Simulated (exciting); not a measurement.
Zn: single point with RPBE

Crystal: Zn.

```
CELL_PARAMETERS angstrom
-1.56904 1.56904 1.56904
1.56904 -1.56904 1.56904
1.56904 1.56904 -1.56904
ATOMIC_POSITIONS crystal
Zn 0.00000 0.00000 0.00000
```

This isn't the form of Zn at room conditions, which is hcp.

- Program: exciting (release sodium)
- Task: single point
- Functional: RPBE
- Potentials or basis: all-electron LAPW+lo, shipped species files, valence relativity iora*
- rgkmax: 9
- k mesh: 12 × 12 × 12
- Occupations: gaussian, width 0.1 eV
- Spin: no spin polarisation

```yaml
Band_gap_on_the_k_mesh: none (metal or under the smearing width)
All_electrons_inside_the_program's_atomic_spheres: Zn 28.10 (radii Zn 2.0 bohr)
Density_of_states_at_the_Fermi_level: 0.55 states/eV per cell
```

Levels at points of the mesh, in eV from the Fermi level:
| k point | band 7 | band 8 | band 9 | band 10 | band 11 | band 12 |
| --- | --- | --- | --- | --- | --- | --- |
| (0.00, 0.00, 0.00) | -7.71 | -7.21 | -7.21 | 19.05 | 19.05 | 19.05 |
| (0.50, 0.00, 0.00) | -7.18 | -6.88 | -2.64 | -0.95 | 11.29 | 12.59 |
| (0.50, 0.50, 0.50) | -6.96 | -6.96 | 4.19 | 4.19 | 4.19 | 7.56 |

Wall time 33 s on 1 thread of Arm Neoverse V2, on a shared host, peak memory 0.09 GiB.

Caveat: the log's total energy holds no entropy term; the free energy is that total less TS from the occupations.
